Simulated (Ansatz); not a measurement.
This GaSb structure is the end of a relaxation. The cell was found from a structure generator's guess, not taken from experiment.

All numbers below come from DFT PBE, scalar-relativistic, plane waves, PAW in Ansatz 0.2.0. Cutoff 420 eV, Γ-centred mesh, Gaussian smearing, no spin polarisation.

```xyz
8
Lattice="7.4604 0.0000 0.0000 0.0000 7.4604 0.0000 0.0000 0.0000 4.2435" Properties=species:S:1:pos:R:3 pbc="T T T"
Ga    4.9799    4.9799    2.1218
Ga    1.2497    6.2107    1.0609
Ga    2.4805    2.4805    0.0000
Ga    6.2107    1.2497    3.1826
Sb    6.1698    6.1698    0.0000
Sb    2.4396    5.0208    3.1826
Sb    1.2906    1.2906    2.1218
Sb    5.0208    2.4396    1.0609
```

Formation energies are uncorrected and refer to the elements' standard structures at the same level.

Question: What space group does it have?

Answer: P4_12_12 (No. 92). Conventional cell: a = 7.460 Å, c = 4.244 Å. Ga has 4 Sb at 2.71–2.75 Å; Sb is surrounded by 4 Ga at 2.71–2.75 Å.

Question: How far does it lie from the elements in energy?

Answer: +0.03 eV/atom. The formation energy is too near zero to say whether this cell lies below the elements.

Question: Is it a metal?

Answer: There is no gap on the 6×6×10 mesh, but valence and conduction bands overlap by only 0.29 eV, so at this level it is a semimetal.

Question: From what recipe could a structure generator have reached it?

Answer: One such recipe: 4-connected net, two elements alternating (P4_12_12, No. 92). Other recipes can lead to the same cell.

The last run used a 6×6×10 mesh (in the run's order of axes) for its 8-atom cell and Gaussian smearing of 0.10 eV. These runs have no spin–orbit coupling, which can matter for Sb. The zero gap may come from the functional, which often closes small gaps. A structure relaxed within its symmetry needn't be a true minimum.
